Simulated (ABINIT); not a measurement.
# TaN in ABINIT: convergence with cutoff

Input of the first run (cutoff 10.5 Ha); the others differ in this setting and in those tied to it:

File run.abi:

```
# Pseudopotentials
pp_dirpath "./"
pseudos "Ta.GGA_PBE-JTH.xml, N.GGA_PBE-JTH.xml"

# Structure
acell 3.5230093054 3.5230093054 3.5230093054 Angstrom
rprim
     0.0000000000     0.7071067812     0.7071067812
     0.7071067812     0.0000000000     0.7071067812
     0.7071067812     0.7071067812     0.0000000000
ntypat 2
znucl 73 7
natom 2
typat 1 2
xred
     0.0029840000    -0.0003780000     0.0017680000
     0.2411450000     0.2403560000     0.2693490000
chkprim 0
chksymtnons 0
tolsym 1.0e-6

# Plane-wave basis
ecut 285.719556 eV
pawecutdg 63.6
pawxcdev 0

# k points
kptopt 1
ngkpt 6 6 6
nshiftk 1
shiftk 0.0 0.0 0.0

# Exchange and correlation
ixc -116133

# Bands and occupations
nband 13
occopt 7
tsmear 0.05 eV

# SCF cycle
nstep 100
tolvrs 1.0e-9

# Output
iomode 3
prtwf 0
prtden 0
prteig 0
prtebands 0
```

Potentials or basis: JTH PAW PBE v2.0.

The run is started by

```console
$ abinit run.abi > log 2>&1
```

The cell isn't the ideal one: atoms moved at random, drawn with an rms of 0.05 Å.

The cell comes from a database or a generator and needn't be the stable form of this composition.

Hardware: 1 thread of Arm Neoverse V1 (shared host).

| cutoff | energy less the tightest run, at zero smearing (meV/atom) | largest force (eV/Å) | SCF cycles | CPU time (s) | peak memory (GiB) |
| --- | --- | --- | --- | --- | --- |
| 10.5 Ha | 1725.47 | 0.113 | 12 | 22 | 0.12 |
| 13 Ha | 769.08 | 0.198 | 12 | 32 | 0.13 |
| 15.5 Ha | 313.50 | 0.188 | 12 | 34 | 0.14 |
| 18 Ha | 123.17 | 0.195 | 13 | 48 | 0.15 |
| 22 Ha | 25.41 | 0.189 | 14 | 66 | 0.16 |
| 26 Ha | 9.03 | 0.191 | 14 | 76 | 0.17 |
| 30 Ha | 7.96 | 0.191 | 15 | 110 | 0.19 |
| 35 Ha | 4.13 | 0.191 | 16 | 140 | 0.22 |
| 41.5 Ha | 0.00 | 0.192 | 16 | 170 | 0.25 |

Against the tightest run, the largest force stays within 0.005 eV/Å from 15.5 Ha on. Not settled before the last step: the energy (to 1 meV/atom). The tightest run that finished is the yardstick and may itself not be fully converged.

Caveat, for the tightest run too: the k mesh is coarse (spacing up to 0.36 Å⁻¹), so the values aren't converged; the PAW data sets were made with another functional, which shifts forces and pressure a little. The run has no spin-orbit coupling, so splittings on Ta are missing.
